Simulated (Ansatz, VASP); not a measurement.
# CdTe4 in VASP and in Ansatz

```xyz
5
Lattice="5.8034 0.0000 0.0000 0.0000 5.8034 0.0000 0.0000 0.0000 5.8034" Properties=species:S:1:pos:R:3 pbc="T T T"
Cd    0.0000    0.0000    0.0000
Te    0.0000    2.9017    2.9017
Te    2.9017    0.0000    2.9017
Te    2.9017    2.9017    0.0000
Te    2.9017    2.9017    2.9017
```

Alike in both runs: functional PBE; k mesh 8 × 8 × 8; occupations gaussian, width 0.1 eV; no spin polarisation.

Ansatz relaxed the structure, and its values are those at the end. VASP's run is a single point on that final structure, the one shown.

|  | VASP | Ansatz |
| --- | --- | --- |
| version | VASP 6.6.1 | Ansatz 0.2.0 |
| potentials or method | VASP PAW PBE potentials, release 64 (Cd, Te) | scalar-relativistic, plane waves, PAW |
| plane-wave cutoff (eV) | 520 | 420 |
| valence electrons in the cell | 36 | 84 |

```tsv
	VASP	Ansatz	Ansatz less VASP
gap on the k mesh at the Fermi level (eV)	none	none	-
pressure (GPa)	-0.1	0.0	+0.01
```

A gap of «none» marks a metal or a gap that the smearing closes. The two sets of potentials don't hold the same shells in valence.

Spin-orbit coupling is left out, which matters for the levels of Te.
